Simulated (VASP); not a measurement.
Here is a VASP 6.6.1 calculation.

The input POSCAR:

```
PtSe
1.0
    0.0000000000      3.0374472300      3.0374472300
    3.0374472300      0.0000000000      3.0374472300
    3.0374472300      3.0374472300      0.0000000000
Pt Se
1 1
Direct
    0.0000000000      0.0000000000      0.0000000000
    0.2500000000      0.2500000000      0.2500000000
```

File INCAR.step1:

```
SYSTEM = PtSe
PREC     = Accurate       ! precision mode
ENCUT    = 600            ! plane-wave cutoff, eV
EDIFF    = 1E-8           ! SCF threshold, eV
ISMEAR   = 0              ! smearing method
SIGMA    = 0.02           ! smearing width, eV
LREAL    = .False.        ! projectors in reciprocal space
LASPH    = .True.         ! aspherical terms in the spheres
NELM     = 80             ! most SCF steps
ALGO     = Fast           ! electronic algorithm
ISIF     = 3              ! what is computed and relaxed
LWAVE    = .False.        ! write WAVECAR
LCHARG   = .False.        ! write CHGCAR
GGA      = PE             ! functional
IBRION   = 2              ! ionic algorithm
NSW      = 40             ! ionic steps
EDIFFG   = -0.002         ! ionic threshold
```

File INCAR.step2:

```
SYSTEM = PtSe
PREC     = Accurate       ! precision mode
ENCUT    = 600            ! plane-wave cutoff, eV
EDIFF    = 1E-8           ! SCF threshold, eV
ISMEAR   = 0              ! smearing method
SIGMA    = 0.02           ! smearing width, eV
LREAL    = .False.        ! projectors in reciprocal space
LASPH    = .True.         ! aspherical terms in the spheres
NELM     = 80             ! most SCF steps
ALGO     = Fast           ! electronic algorithm
ISIF     = 2              ! what is computed and relaxed
LWAVE    = .False.        ! write WAVECAR
LCHARG   = .False.        ! write CHGCAR
GGA      = PE             ! functional
IBRION   = 8              ! ionic algorithm
NSW      = 1              ! ionic steps
```

The input KPOINTS:

```
Automatic mesh
0
Gamma
  6 6 6
  0 0 0
```

Potentials or basis: VASP PAW PBE potentials, release 64 (Pt, Se).

Command:

```sh
$ cat potpaw_PBE.64/Pt/POTCAR potpaw_PBE.64/Se/POTCAR > POTCAR
$ cp INCAR.step1 INCAR
$ mpirun -np 1 vasp_std > vasp.out
$ cp CONTCAR POSCAR
$ cp INCAR.step2 INCAR
$ mpirun -np 1 vasp_std > vasp.out
```

(1) Estimate the highest phonon frequency at Γ, LO-TO splitting left out.

(2) Estimate the relaxed volume.

## Answers

(1) 176 cm⁻¹.

(2) 23.10 Å³/atom.

Caveat: the volume moved by over 15 % at a fixed basis, so the end points are rough.
